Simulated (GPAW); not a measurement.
# InP (F-43m) in GPAW: notebook

The runs below take InP through band structure, single point, with PBE, TB-mBJ.

Program: GPAW 26.7.0. These are calculated values, not measurements. Logs are shortened: lines on timing, memory, paths and dates and some standing lists are left out, and cuts for length are marked. The log counts tension as positive stress, the text compression.

**Experimental background.**

From a printed reference work, data compilation, for a bulk crystal of InP at 1.6 K: band gap 1.4236 eV (direct).

The results are compared with them further down.

### 1 Starting point

It takes space group F-43m (No. 216, cubic). Conventional cell: a = 5.861 Å, b = 5.861 Å, c = 5.861 Å, α = 90.00°, β = 90.00°, γ = 90.00°. In (site symmetry -43m) has 4 P at 2.54 Å as nearest neighbours. P (site symmetry -43m) has 4 In at 2.54 Å as nearest neighbours.

### 2 Band structure, PBE

Input file run.py:

```python
from ase import Atoms
from ase.dft.bandgap import bandgap
from ase.io import write
from ase.units import GPa
from gpaw import GPAW, PW, setup_paths

setup_paths.insert(0, '.')

atoms = Atoms(['In', 'P'],
              cell=[[0.0, 2.9305, 2.9305],
                    [2.9305, 0.0, 2.9305],
                    [2.9305, 2.9305, 0.0]],
              scaled_positions=[[0.0, 0.0, 0.0],
                                [0.75, 0.75, 0.75]],
              pbc=True)

calc = GPAW(mode=PW(600),
            xc='PBE',
            kpts={'size': (6, 6, 6), 'gamma': True},
            occupations={'name': 'fermi-dirac', 'width': 0.05},
            setups={'In': 'jth', 'P': 'jth'},
            nbands=-9,
            convergence={'density': 1e-05, 'energy': 1e-05},
            maxiter=150,
            txt='gpaw.txt')
atoms.calc = calc
energy = atoms.get_potential_energy()
forces = atoms.get_forces()
stress = atoms.get_stress()
calc.write('gs.gpw')
write('result.traj', atoms)
print(f'Energy: {energy:.6f} eV')
print('Forces (eV/A):')
print(forces.round(4))
print('Stress (GPa):', (stress / GPa).round(3))
print('Fermi level:', round(calc.get_fermi_level(), 4), 'eV')
print(f'Gap: {bandgap(calc)[0]:.4f} eV, direct: {bandgap(calc, direct=True)[0]:.4f} eV')

path = atoms.cell.bandpath('GXWKGLUWLK,UX', npoints=60, eps=1e-4)
bs_calc = calc.fixed_density(kpts=path, symmetry='off', nbands=-20,
                             convergence={'bands': 'CBM+6.0', 'eigenstates': 1e-6}, txt='bands.txt')
bs = bs_calc.band_structure()
bs.write('bs.json')
print(f'Gap on the path: {bandgap(bs_calc)[0]:.4f} eV')
```

Potentials or basis: JTH PAW 2.0, PBE, pw.

Started as:

```console
OMP_NUM_THREADS=1 python run.py
```

gpaw.txt:

```text
__  _  _
 | _ |_)|_||  |
 |__||  | ||/\| - 26.7.0

Input parameters:
  mode=PW(ecut=600.0),
  convergence={'density': 1e-05, 'energy': 1e-05},
  kpts=MonkhorstPack(size=(6, 6, 6), gamma=True),
  maxiter=150,
  nbands=-9,
  occupations=Occupations(name='fermi-dirac', width=0.05),
  setups={'In': 'jth', 'P': 'jth'},
  xc=XC(name='PBE')

Diagonalizing LCAO Hamiltonian
Converting LCAO to pw mode

                     P

       In

Atoms  # Å, Bohr magnetons
|   | symbol |        x |        y |        z |    initial magnetic moments |
|---|--------|----------|----------|----------|-----------------------------|
| 0 |     In | 0.000000 | 0.000000 | 0.000000 | ( 0.0000,  0.0000,  0.0000) |
| 1 |      P | 4.395750 | 4.395750 | 4.395750 | ( 0.0000,  0.0000,  0.0000) |

Unit cell  # Å
| periodic |        x |        y |        z |  lengths |    angles |
|----------|----------|----------|----------|----------|-----------|
|      yes | 0.000000 | 2.930500 | 2.930500 | 4.144353 | 60.000000 |
|      yes | 2.930500 | 0.000000 | 2.930500 | 4.144353 | 60.000000 |
|      yes | 2.930500 | 2.930500 | 0.000000 | 4.144353 | 60.000000 |

Number of symmetries: 24
Symmetry operations  # r_c * U_cc + t_c -> r_c
|    | kind |            matrix            |
|----|------|------------------------------|
|  0 |  E   |  1, 0, 0,  0, 1, 0,  0, 0, 1 |
|  1 |  σ   |  1, 0, 0,  0, 0, 1,  0, 1, 0 |
|  2 |  σ   |  1, 0,-1,  0, 1,-1,  0, 0,-1 |
|  3 |  C3  |  1, 0,-1,  0, 0,-1,  0, 1,-1 |
|  4 |  C3  |  1,-1, 0,  0,-1, 1,  0,-1, 0 |
|  5 |  σ   |  1,-1, 0,  0,-1, 0,  0,-1, 1 |
|  6 |  σ   |  0, 1, 0,  1, 0, 0,  0, 0, 1 |
|  7 |  C3  |  0, 1, 0,  0, 0, 1,  1, 0, 0 |
|  8 |  C2  |  0, 1,-1,  1, 0,-1,  0, 0,-1 |
|  9 |  S4  |  0, 1,-1,  0, 0,-1,  1, 0,-1 |
| 10 |  C3  |  0, 0, 1,  1, 0, 0,  0, 1, 0 |
| 11 |  σ   |  0, 0, 1,  0, 1, 0,  1, 0, 0 |
| 12 |  S4  |  0, 0,-1,  1, 0,-1,  0, 1,-1 |
| 13 |  C3  |  0, 0,-1,  0, 1,-1,  1, 0,-1 |
| 14 |  S4  |  0,-1, 1,  1,-1, 0,  0,-1, 0 |
| 15 |  C2  |  0,-1, 1,  0,-1, 0,  1,-1, 0 |
| 16 |  C3  |  0,-1, 0,  1,-1, 0,  0,-1, 1 |
| 17 |  S4  |  0,-1, 0,  0,-1, 1,  1,-1, 0 |
| 18 |  S4  | -1, 1, 0, -1, 0, 1, -1, 0, 0 |
| 19 |  C3  | -1, 1, 0, -1, 0, 0, -1, 0, 1 |
| 20 |  C3  | -1, 0, 1, -1, 1, 0, -1, 0, 0 |
| 21 |  S4  | -1, 0, 1, -1, 0, 0, -1, 1, 0 |
| 22 |  σ   | -1, 0, 0, -1, 1, 0, -1, 0, 1 |
| 23 |  C2  | -1, 0, 0, -1, 0, 1, -1, 1, 0 |

BZ-sampling:
  Number of BZ points: 216
  Number of IBZ points: 16

  Monkhorst-Pack size: [6, 6, 6]
  Monkhorst-Pack shift: [0.08333333333333333, 0.08333333333333333, 0.08333333333333333]

K-points  # in reciprocal-cell coordinates
|     |                                coordinates |     weight |
|-----|--------------------------------------------|------------|
|   0 | (  0.00000000,   0.00000000,   0.00000000) | 0.00462963 |
|   1 | (  0.16666667,   0.16666667,   0.00000000) | 0.02777778 |
|   2 | (  0.16666667,   0.16666667,   0.16666667) | 0.03703704 |
|   3 | (  0.33333333,   0.16666667,   0.16666667) | 0.05555556 |
|   4 | (  0.33333333,   0.33333333,  -0.33333333) | 0.05555556 |
|   5 | (  0.33333333,   0.33333333,   0.00000000) | 0.02777778 |
|   6 | (  0.33333333,   0.33333333,   0.16666667) | 0.11111111 |
|   7 | (  0.33333333,   0.33333333,   0.33333333) | 0.03703704 |
|   8 | (  0.50000000,   0.33333333,  -0.33333333) | 0.11111111 |
|   9 | (  0.50000000,   0.33333333,  -0.16666667) | 0.05555556 |
| ... |                                            |            |
|  15 | (  0.50000000,   0.50000000,   0.50000000) | 0.01851852 |

Plane wave coefficients: 1694
Cutoff: 600.0 eV

Spin-components: 1 (collinear spins)
Bands:           18
Projectors:      10
Spin-degeneracy: 2
Datatype:        complex128

Parallelization:
  kpt:    1
  domain: 1
  band:   1

Density:
  Valence electrons: 18.0
  Components: 1
  Grid points: [24 24 24]
  Charge: 0.0  # |e|

Potential:
  Grid points: [24 24 24]

species:
  In:
    name:    Indium
    Z:       49.0
    valence: 13
    core:    36
    charge:  0.0  # [|e|]
    compensation charges:
      type: bessel
      rc: 0.74  # [Å]
      lmax: 2
    cutoffs:
      filter: 1.33  # [Å]
      core: 2.51  # [Å]
    projectors
    | kind |    occ | energy [eV] | rcut [Å] |
    |------|--------|-------------|----------|
    |   5s |  2.000 |      -8.211 |    1.065 |
    |    s |        |      27.211 |    0.958 |
    |   5p |  1.000 |      -2.519 |    1.065 |
    |    p |        |      54.423 |    1.065 |
    |   4d | 10.000 |     -18.623 |    0.902 |
    |    d |        |      20.409 |    0.902 |

    Using partial waves for In as LCAO basis

  P:
    name:    Phosphorus
    Z:       15.0
    valence: 5
    core:    10
    charge:  0.0  # [|e|]
    compensation charges:
      type: sinc
      rc: 0.85  # [Å]
      lmax: 2
    cutoffs:
      filter: 0.85  # [Å]
      core: 1.86  # [Å]
    projectors
    | kind |    occ | energy [eV] | rcut [Å] |
    |------|--------|-------------|----------|
    |   3s |  2.000 |     -13.969 |    0.851 |
    |    s |        |      40.817 |    0.851 |
    |   3p |  3.000 |      -5.507 |    0.851 |
    |    p |        |      40.817 |    0.851 |

    Using partial waves for P as LCAO basis

Reference energy: -169351.099525  # eV

eigensolver:
  PPCG
  Converge bands: occupied
  niter=2

density mixing:
  MSR1-Mixer
  Pratt-step length: 0.05
  Maximum mixing coefficient: 0.75
  Old densities: 10
  SVD Regularization: 0.005
  Good broyden scale: 1.0
  Trust region scale: 1.0
  Backstep threshold: 4.0
  History deletion threshold: 6.0
  Fourier metric: weight=20.0, sigma=0.015

occupation numbers:
  Fermi-Dirac:
    width: 0.0500  # eV

poisson solver:
  ecut: 4800.0  # eV

xc functional:
  name: PBE with 2 nearest neighbor stencil

convergence criteria:
- Maximum integral of absolute [dens]ity change: 1e-05 electrons / valence electron
- Maximum [total energy] change in last 3 cyles: 1e-05 eV / valence electron
- Maximum integral of absolute [eigenst]ate change: 4e-08 eV^2 / valence electron
maximum number of iterations: 150

SCF iterations
|iter     | |      energy | eigst |  dens |
|---------|-|-------------|-------|-------|
|iter:   1| |   -8.103582 | -0.25 |       |
|iter:   2| |   -8.001129 | -1.77 | -1.09 |
|iter:   3| |   -7.594362 | -1.75 | -1.13 |
|iter:   4| |   -7.595213 | -3.18 | -1.67 |
|iter:   5| |   -7.595772 | -3.81 | -2.04 |
|iter:   6| |   -7.595798 | -5.23 | -3.13 |
|iter:   7| |   -7.595805c| -6.16 | -3.52 |
|iter:   8| |   -7.595805c| -7.65c| -4.60 |
|iter:   9| |   -7.595805c| -8.23c| -5.17c|

Converged in 9 steps
Energy contributions relative to reference atoms: (reference = -169351.099525)

Energy contributions:
  Kinetic:          10.344948
  Coulomb:          -8.226460
  Zero:              0.334630
  External:          0.000000
  Xc:              -10.048917
  Entropy:          -0.000012
  Spinorbit:         0.000000
  ----------------------------
  Free energy:      -7.595811
  Extrapolated:     -7.595805

dipole moment: (-36.650285, -36.650285, -36.650285)  # |e|*Ang

Fermi level: 6.038
Eigenvalues  # (at kpt = [0.000, 0.000, 0.000])
| band index |      eig [eV] | occ [0-2] |
|------------|---------------|-----------|
|          0 |        -8.462 |     2.000 |
|          1 |        -8.462 |     2.000 |
|          2 |        -8.462 |     2.000 |
|          3 |        -8.309 |     2.000 |
|          4 |        -8.309 |     2.000 |
|          5 |        -5.867 |     2.000 |
[... 10 lines left out ...]
|         16 |        16.871 |     0.000 |
|         17 |        16.871 |     0.000 |

Gap: 0.698 eV
Transition (v -> c):
  (s=0, k=0, n=8, [0.00, 0.00, 0.00]) -> (s=0, k=0, n=9, [0.00, 0.00, 0.00])
No difference between direct/indirect transitions

Forces  # eV/Ang
|        x |        y |        z |
|----------|----------|----------|
| -0.00000 |  0.00000 | -0.00000 |  # In   0
|  0.00000 | -0.00000 | -0.00000 |  # P    1

Stress tensor  # eV/Ang^3
|         x |         y |         z |
|-----------|-----------|-----------|
| -0.019148 | -0.000000 |  0.000000 |
| -0.000000 | -0.019148 |  0.000000 |
|  0.000000 |  0.000000 | -0.019148 |

# Writing to gs.gpw (mode='')
```

Run time: 30 s. Hardware: 1 thread of Arm Neoverse V2, shared host; peak memory 0.24 GiB.

What came out:

```yaml
Free_energy: -7.5958 eV
Pressure: 3.1 GPa
Band_gap_on_the_k_mesh: 0.70 eV, direct
Band_gap_along_the_path: 0.70 eV, direct
```

Levels at the corners of the path, in eV from the valence-band top:
```
point  band 6  band 7  band 8  band 9  band 10  band 11  band 12  band 13
    Γ  -11.53    0.00    0.00    0.00     0.70     4.08     4.08     4.08
    X   -9.14   -5.76   -2.33   -2.33     1.77     2.27     9.21     9.57
    W   -9.06   -5.61   -2.96   -2.92     4.30     4.37     5.56     6.21
    K   -9.15   -5.62   -3.31   -1.95     2.37     4.39     7.50     7.54
    Γ  -11.53    0.00    0.00    0.00     0.70     4.08     4.08     4.08
    L   -9.80   -5.74   -0.98   -0.98     1.49     4.81     4.81     7.11
    U   -9.15   -5.62   -3.31   -1.95     2.37     4.39     7.50     7.54
    W   -9.06   -5.61   -2.96   -2.92     4.30     4.37     5.56     6.21
    L   -9.80   -5.74   -0.98   -0.98     1.49     4.81     4.81     7.11
    K   -9.15   -5.62   -3.31   -1.95     2.37     4.39     7.50     7.54
    U   -9.15   -5.62   -3.31   -1.95     2.37     4.39     7.50     7.54
    X   -9.14   -5.76   -2.33   -2.33     1.77     2.27     9.21     9.57
```

Caveat: the program truncates these outside data sets; spin-orbit coupling is left out, which moves the levels of the heavy elements.

(Continued in part 2 of 2.)
